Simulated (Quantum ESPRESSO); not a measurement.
# V (P6_3/mmc) in Quantum ESPRESSO: further runs

One crystal, V, is run at these levels: PBEsol+U; tasks: single point.

Program: Quantum ESPRESSO 7.5. These are calculated values, not measurements. Logs are shortened: lines on timing, memory, paths and dates and some standing lists are left out, and cuts for length are marked.

## Step 1: The structure

It takes space group P6_3/mmc (No. 194, hexagonal). Conventional cell: a = 2.604 Å, b = 2.604 Å, c = 4.723 Å, α = 90.00°, β = 90.00°, γ = 120.00°. V (site symmetry -6m2) has 12 V at 2.60 to 2.80 Å as nearest neighbours.

This isn't the form of V at room conditions, which is bcc.

## Step 2: Single point, PBEsol+U, collinear spin, antiferromagnetic start

pw.in reads:

```
&CONTROL
  calculation = 'scf'
  prefix = 'pwscf'
  outdir = './tmp'
  pseudo_dir = './pseudo'
  tprnfor = .true.
  tstress = .true.
  disk_io = 'nowf'
/
&SYSTEM
  ibrav = 0
  nat = 2
  ntyp = 2
  ecutwfc = 45
  ecutrho = 360
  nbnd = 23
  occupations = 'smearing'
  smearing = 'fd'
  degauss = 0.00367493
  nspin = 2
  starting_magnetization(1) = 0.1538
  starting_magnetization(2) = -0.1538
/
&ELECTRONS
  conv_thr = 4d-10
  electron_maxstep = 120
  mixing_beta = 0.3
/
ATOMIC_SPECIES
V1    50.9415 v_pbesol_v1.4.uspp.F.UPF
V2    50.9415 v_pbesol_v1.4.uspp.F.UPF
CELL_PARAMETERS bohr
   4.9214026021    0.0000000000    0.0000000000
  -2.4607013009    4.2620596755    0.0000000000
   0.0000000000    0.0000000000    8.9258114346
ATOMIC_POSITIONS bohr
V1    -0.0000000002    2.8413731172    2.2314528586
V2     2.4607013013    1.4206865584    6.6943585759
K_POINTS automatic
12 12 6 0 0 0
HUBBARD {ortho-atomic}
U V1-3d 1.0
U V2-3d 1.0
```

Potentials or basis: GBRV 1.5 PBEsol.

Started as:

```console
OMP_NUM_THREADS=1 mpirun -n 2 pw.x -nk 2 -in pw.in > pw.out
```

pw.out:

```text
This program is part of the open-source Quantum ESPRESSO suite
     for quantum simulation of materials; please cite
[... 13 lines left out ...]
     --------------------
     sticks:   dense  smooth     PW     G-vecs:    dense   smooth      PW
     Sum         595     301     91                21551     7671    1371

     Using Slab Decomposition

     bravais-lattice index     =            0
     lattice parameter (alat)  =       4.9214  a.u.
     unit-cell volume          =     187.2217 (a.u.)^3
     number of atoms/cell      =            2
     number of atomic types    =            2
     number of electrons       =        26.00
     number of Kohn-Sham states=           23
     kinetic-energy cutoff     =      45.0000  Ry
     charge density cutoff     =     360.0000  Ry
     scf convergence threshold =      4.0E-10
     mixing beta               =       0.3000
     number of iterations used =            8  plain     mixing
     Exchange-correlation= SLA  PW   PSX  PSC
                           (   1   4  10   8   0   0   0)
     Hubbard projectors: ortho-atomic
     Hubbard parameters of DFT+U (Dudarev formulation) in eV:
     U(V1-3d) =  1.0000
     U(V2-3d) =  1.0000

     Internal variables: lda_plus_u =T, lda_plus_u_kind = 0

     Internal variables: orbital_resolved =F, hub_pot_fix =F, apply_U = F

     celldm(1)=   4.921403  celldm(2)=   0.000000  celldm(3)=   0.000000
     celldm(4)=   0.000000  celldm(5)=   0.000000  celldm(6)=   0.000000

     crystal axes: (cart. coord. in units of alat)
               a(1) = (   1.000000   0.000000   0.000000 )
               a(2) = (  -0.500000   0.866025   0.000000 )
               a(3) = (   0.000000   0.000000   1.813672 )

     reciprocal axes: (cart. coord. in units 2 pi/alat)
               b(1) = (  1.000000  0.577350 -0.000000 )
               b(2) = (  0.000000  1.154701  0.000000 )
               b(3) = (  0.000000 -0.000000  0.551368 )

     PseudoPot. # 1 for V  read from file:
     v_pbesol_v1.4.uspp.F.UPF
     Pseudo is Ultrasoft + core correction, Zval = 13.0
     Generated by new atomic code, or converted to UPF format
     Using radial grid of  853 points,  6 beta functions with:
                l(1) =   0
                l(2) =   0
                l(3) =   1
                l(4) =   1
                l(5) =   2
                l(6) =   2
     Q(r) pseudized with  8 coefficients,  rinner =    1.100   1.100   1.100
                                                       1.100   1.100

     PseudoPot. # 2 for V  read from file:
     v_pbesol_v1.4.uspp.F.UPF
     Pseudo is Ultrasoft + core correction, Zval = 13.0
     Generated by new atomic code, or converted to UPF format
     Using radial grid of  853 points,  6 beta functions with:
                l(1) =   0
                l(2) =   0
                l(3) =   1
                l(4) =   1
                l(5) =   2
                l(6) =   2
     Q(r) pseudized with  8 coefficients,  rinner =    1.100   1.100   1.100
                                                       1.100   1.100

     atomic species   valence    mass     pseudopotential
     V1               13.00    50.94150     V ( 1.00)
     V2               13.00    50.94150     V ( 1.00)

     Starting magnetic structure
     atomic species   magnetization
     V1              0.154
     V2             -0.154

     12 Sym. Ops. (no inversion) found ( 6 have fractional translation)

   Cartesian axes

     site n.     atom                  positions (alat units)
         1        V1     tau(   1) = (  -0.0000000   0.5773503   0.4534181  )
         2        V2     tau(   2) = (   0.5000000   0.2886751   1.3602542  )

     number of k points=    76  Fermi-Dirac smearing, width (Ry)=  0.0037
                       cart. coord. in units 2pi/alat
        k(    1) = (   0.0000000   0.0000000   0.0000000), wk =   0.0011574
        k(    2) = (   0.0000000   0.0000000   0.0918946), wk =   0.0023148
        k(    3) = (   0.0000000   0.0000000   0.1837892), wk =   0.0023148
        k(    4) = (   0.0000000   0.0000000  -0.2756838), wk =   0.0011574
        k(    5) = (   0.0000000   0.0962250   0.0000000), wk =   0.0069444
        k(    6) = (   0.0000000   0.0962250   0.0918946), wk =   0.0138889
[... 68 lines left out ...]
        k(   75) = (   0.3333333   0.5773503   0.1837892), wk =   0.0046296
        k(   76) = (   0.3333333   0.5773503  -0.2756838), wk =   0.0023148

     Dense  grid:    21551 G-vectors     FFT dimensions: (  30,  30,  54)

     Smooth grid:     7671 G-vectors     FFT dimensions: (  24,  24,  40)

     Check: negative core charge=   -0.000004
     Generating pointlists ...
     new r_m :   0.4125 (alat units)  2.0301 (a.u.) for type    1
     new r_m :   0.4125 (alat units)  2.0301 (a.u.) for type    2

     Initial potential from superposition of free atoms

     starting charge      25.9977, renormalised to      26.0000

     negative rho (up, down):  6.227E-04 6.227E-04

     STARTING HUBBARD OCCUPATIONS:

     =================== HUBBARD OCCUPATIONS ===================
     ------------------------ ATOM    1 ------------------------
     Tr[ns(  1)] (up, down, total) =   3.00000  0.00000  3.00000
     Atomic magnetic moment for atom   1 =   3.00000
     SPIN  1
     eigenvalues:
       0.600  0.600  0.600  0.600  0.600
     eigenvectors (columns):
       1.000  0.000  0.000  0.000  0.000
       0.000  1.000  0.000  0.000  0.000
       0.000  0.000  1.000  0.000  0.000
       0.000  0.000  0.000  1.000  0.000
       0.000  0.000  0.000  0.000  1.000
     occupation matrix ns (before diag.):
       0.600  0.000  0.000  0.000  0.000
       0.000  0.600  0.000  0.000  0.000
       0.000  0.000  0.600  0.000  0.000
       0.000  0.000  0.000  0.600  0.000
       0.000  0.000  0.000  0.000  0.600
     SPIN  2
     eigenvalues:
       0.000  0.000  0.000  0.000  0.000
     eigenvectors (columns):
[... 27 lines left out ...]
       0.000  0.000  0.000  0.000  0.000
       0.000  0.000  0.000  0.000  0.000
     SPIN  2
     eigenvalues:
       0.600  0.600  0.600  0.600  0.600
     eigenvectors (columns):
       1.000  0.000  0.000  0.000  0.000
       0.000  1.000  0.000  0.000  0.000
       0.000  0.000  1.000  0.000  0.000
       0.000  0.000  0.000  1.000  0.000
       0.000  0.000  0.000  0.000  1.000
     occupation matrix ns (before diag.):
       0.600  0.000  0.000  0.000  0.000
       0.000  0.600  0.000  0.000  0.000
       0.000  0.000  0.600  0.000  0.000
       0.000  0.000  0.000  0.600  0.000
       0.000  0.000  0.000  0.000  0.600

     Number of occupied Hubbard levels =    6.0000

     Atomic wfc used for Hubbard projectors are orthogonalized

     Starting wfcs are   20 randomized atomic wfcs +    3 random wfcs

     Self-consistent Calculation

     iteration #  1     ecut=    45.00 Ry     beta= 0.30
     Davidson diagonalization with overlap
     ethr =  1.00E-02,  avg # of iterations =  3.5

     =================== HUBBARD OCCUPATIONS ===================
     ------------------------ ATOM    1 ------------------------
     Tr[ns(  1)] (up, down, total) =   2.70094  1.20542  3.90636
     Atomic magnetic moment for atom   1 =   1.49552
     SPIN  1
     eigenvalues:
       0.469  0.469  0.565  0.565  0.632
     eigenvectors (columns):
      -0.000  0.000 -0.000  0.000  1.000
       0.823 -0.568 -0.000 -0.000  0.000
      -0.568 -0.823  0.000 -0.000  0.000
       0.000  0.000  0.847  0.532  0.000
       0.000  0.000  0.532 -0.847  0.000
     occupation matrix ns (before diag.):
       0.632  0.000  0.000  0.000  0.000
       0.000  0.469  0.000 -0.000 -0.000
       0.000  0.000  0.469  0.000  0.000
       0.000 -0.000  0.000  0.565 -0.000
       0.000 -0.000  0.000 -0.000  0.565
     SPIN  2
     eigenvalues:
       0.215  0.215  0.251  0.251  0.274
     eigenvectors (columns):
[... 27 lines left out ...]
       0.000 -0.000  0.000  0.251 -0.000
       0.000 -0.000  0.000 -0.000  0.251
     SPIN  2
     eigenvalues:
       0.469  0.469  0.565  0.565  0.632
     eigenvectors (columns):
       0.000 -0.000 -0.000  0.000  1.000
      -0.823  0.568 -0.000 -0.000  0.000
       0.568  0.823  0.000 -0.000  0.000
      -0.000 -0.000  0.847  0.532  0.000
      -0.000 -0.000  0.532 -0.847  0.000
     occupation matrix ns (before diag.):
       0.632  0.000  0.000  0.000  0.000
       0.000  0.469  0.000 -0.000 -0.000
       0.000  0.000  0.469  0.000  0.000
       0.000 -0.000  0.000  0.565 -0.000
       0.000 -0.000  0.000 -0.000  0.565

     Number of occupied Hubbard levels =    7.8127

     Threshold (ethr) on eigenvalues was too large:
     Diagonalizing with lowered threshold

     Davidson diagonalization with overlap
     ethr =  4.75E-04,  avg # of iterations =  1.1

     negative rho (up, down):  7.961E-04 7.961E-04

     total energy              =    -289.70867744 Ry
     estimated scf accuracy    <       0.12720959 Ry

     total magnetization       =     0.00 Bohr mag/cell
     absolute magnetization    =     2.87 Bohr mag/cell
[... 205 lines left out ...]
     iteration # 19     ecut=    45.00 Ry     beta= 0.30
     Davidson diagonalization with overlap
     ethr =  1.11E-11,  avg # of iterations =  1.0

     negative rho (up, down):  9.872E-04 9.872E-04

     Magnetic moment per site  (integrated on atomic sphere of radius R)
     atom   1 (R=0.412)  charge= 11.2888  magn=  0.0002
     atom   2 (R=0.412)  charge= 11.2888  magn= -0.0001

     End of self-consistent calculation

     =================== HUBBARD OCCUPATIONS ===================
     ------------------------ ATOM    1 ------------------------
     Tr[ns(  1)] (up, down, total) =   2.02281  2.02262  4.04543
     Atomic magnetic moment for atom   1 =   0.00019
     SPIN  1
     eigenvalues:
       0.339  0.339  0.432  0.432  0.482
     eigenvectors (columns):
      -0.000  0.000 -0.000  0.000  1.000
       0.823 -0.568 -0.000 -0.000  0.000
      -0.568 -0.823  0.000 -0.000  0.000
       0.000  0.000  0.828  0.561  0.000
       0.000  0.000  0.561 -0.828  0.000
     occupation matrix ns (before diag.):
       0.482  0.000  0.000  0.000  0.000
       0.000  0.339  0.000 -0.000 -0.000
       0.000  0.000  0.339  0.000  0.000
       0.000 -0.000  0.000  0.432 -0.000
       0.000 -0.000  0.000 -0.000  0.432
     SPIN  2
     eigenvalues:
       0.338  0.338  0.432  0.432  0.482
     eigenvectors (columns):
[... 27 lines left out ...]
       0.000 -0.000  0.000  0.432 -0.000
       0.000 -0.000  0.000 -0.000  0.432
     SPIN  2
     eigenvalues:
       0.339  0.339  0.432  0.432  0.482
     eigenvectors (columns):
       0.000 -0.000 -0.000  0.000  1.000
      -0.823  0.568 -0.000 -0.000  0.000
       0.568  0.823  0.000 -0.000  0.000
      -0.000 -0.000  0.828  0.561  0.000
      -0.000 -0.000  0.561 -0.828  0.000
     occupation matrix ns (before diag.):
       0.482  0.000  0.000  0.000  0.000
       0.000  0.339  0.000 -0.000 -0.000
       0.000  0.000  0.339  0.000  0.000
       0.000 -0.000  0.000  0.432 -0.000
       0.000 -0.000  0.000 -0.000  0.432

     Number of occupied Hubbard levels =    8.0908

     Number of k-points >= 100: set verbosity='high' to print the bands.

     the Fermi energy is    16.2990 ev

!    total energy              =    -289.74936646 Ry
     estimated scf accuracy    <          2.8E-10 Ry
     smearing contrib. (-TS)   =      -0.00197327 Ry
     internal energy E=F+TS    =    -289.74739319 Ry

     The total energy is F=E-TS. E is the sum of the following terms:
     one-electron contribution =     -96.19060093 Ry
     hartree contribution      =      59.75026937 Ry
     xc contribution           =     -38.85007207 Ry
     ewald contribution        =    -214.63165597 Ry
     Hubbard energy            =       0.17466640 Ry

     total magnetization       =     0.00 Bohr mag/cell
     absolute magnetization    =     0.00 Bohr mag/cell

     convergence has been achieved in  19 iterations

     negative rho (up, down):  9.872E-04 9.872E-04

     Forces acting on atoms (cartesian axes, Ry/au):

     atom    1 type  1   force =     0.00000000    0.00000000    0.00000000
     atom    2 type  2   force =     0.00000000    0.00000000    0.00000000

     Total force =     0.000000     Total SCF correction =     0.000000

     Computing stress (Cartesian axis) and pressure

     negative rho (up, down):  9.872E-04 9.872E-04
          total   stress  (Ry/bohr**3)                   (kbar)     P=      -65.21
  -0.00044583   0.00000000   0.00000000          -65.58        0.00        0.00
   0.00000000  -0.00044583   0.00000000            0.00      -65.58        0.00
   0.00000000  -0.00000000  -0.00043817            0.00       -0.00      -64.46

=------------------------------------------------------------------------------=
   JOB DONE.
=------------------------------------------------------------------------------=
```

Wall time 29 s (2 MPI ranks of Intel Xeon 6975P-C (Granite Rapids), shared host); peak memory 0.26 GiB.

Results:

```yaml
Free_energy: -3942.2410 eV
Pressure: -6.5 GPa
Band_gap_on_the_k_mesh: none (metal or under the smearing width)
Net_moment: 0.00 μB per cell
Absolute_moment: 0.00 μB per cell
Valence_electrons_inside_the_program's_atomic_spheres: V 11.29
```

Stress tensor (GPa, compression positive):
```
-6.56  0.00  0.00
 0.00 -6.56  0.00
 0.00  0.00 -6.45
```

Eigenvalues of the final occupation matrices:
```csv
site,spin,trace,eigenvalues
V1 1 3d,1,2.02,0.34 0.34 0.43 0.43 0.48
V1 1 3d,2,2.02,0.34 0.34 0.43 0.43 0.48
V2 2 3d,1,2.02,0.34 0.34 0.43 0.43 0.48
V2 2 3d,2,2.02,0.34 0.34 0.43 0.43 0.48
```

Caveat: the U is typed as a test and isn't derived for this compound.

## Step 3: Single point, PBEsol+U, collinear spin, antiferromagnetic start

pw.in: that of step 2 with these lines changed.

```diff
@@ -41,3 +41,3 @@
 HUBBARD {ortho-atomic}
-U V1-3d 1.0
-U V2-3d 1.0
+U V1-3d 2.0
+U V2-3d 2.0
```

Potentials or basis: GBRV 1.5 PBEsol.

Started as:

```console
OMP_NUM_THREADS=1 mpirun -n 2 pw.x -nk 2 -in pw.in > pw.out
```

It took 34 s on 2 MPI ranks of Intel Xeon 6975P-C (Granite Rapids), shared host; peak memory 0.26 GiB.

It converged, with:

```
Free energy                                           : -3939.8934 eV
Pressure                                              : -0.1 GPa
Band gap on the k mesh                                : none (metal or under the smearing width)
Net moment                                            : 0.00 μB per cell
Absolute moment                                       : 2.12 μB per cell
Site moments                                          : V +0.91, -0.91 μB
Valence electrons inside the program's atomic spheres : V 11.29
```

Stress tensor (GPa, compression positive):
```
 1.24  0.00  0.00
 0.00  1.24  0.00
 0.00  0.00 -2.82
```

Levels at points of the mesh, in eV from the Fermi level:
Spin up:
| k point | band 10 | band 11 | band 12 | band 13 | band 14 | band 15 | band 16 | band 17 |
| --- | --- | --- | --- | --- | --- | --- | --- | --- |
| (0.00, 0.00, 0.00) | -3.76 | -0.65 | -0.44 | -0.26 | -0.26 | 1.18 | 1.18 | 1.80 |
| (0.00, 0.00, -0.50) | -5.06 | -1.80 | -0.61 | -0.31 | -0.31 | 0.93 | 0.93 | 2.28 |
| (0.00, -0.50, 0.00) | -2.62 | -2.55 | -0.52 | -0.13 | 0.29 | 0.69 | 2.84 | 3.27 |
| (0.00, -0.50, -0.50) | -3.15 | -2.01 | -1.45 | 1.13 | 1.32 | 1.81 | 2.35 | 2.86 |
Spin down:
```csv
k point,band 9,band 10,band 11,band 12,band 13,band 14,band 15,band 16,band 17,band 18
"(0.00, 0.00, 0.00)",-7.09,-3.76,-0.65,-0.44,-0.26,-0.26,1.18,1.18,1.80,1.80
"(0.00, 0.00, -0.50)",-5.57,-5.06,-1.80,-0.61,-0.31,-0.31,0.93,0.93,2.28,2.28
"(0.00, -0.50, 0.00)",-3.49,-2.62,-2.55,-0.52,-0.13,0.29,0.69,2.84,3.27,4.30
"(0.00, -0.50, -0.50)",-3.57,-3.15,-2.01,-1.45,1.13,1.32,1.81,2.35,2.86,3.32
```

Eigenvalues of the final occupation matrices:
| site | spin | trace | eigenvalues |
| --- | --- | --- | --- |
| V1 1 3d | 1 | 2.55 | 0.39 0.39 0.55 0.55 0.66 |
| V1 1 3d | 2 | 1.47 | 0.24 0.24 0.31 0.31 0.37 |
| V2 2 3d | 1 | 1.47 | 0.24 0.24 0.31 0.31 0.37 |
| V2 2 3d | 2 | 2.55 | 0.39 0.39 0.55 0.55 0.66 |

Caveat: the U is typed as a test and isn't derived for this compound. The state reached can hang on the start; a lower one may exist.

(Part 1 of 2 ends here.)
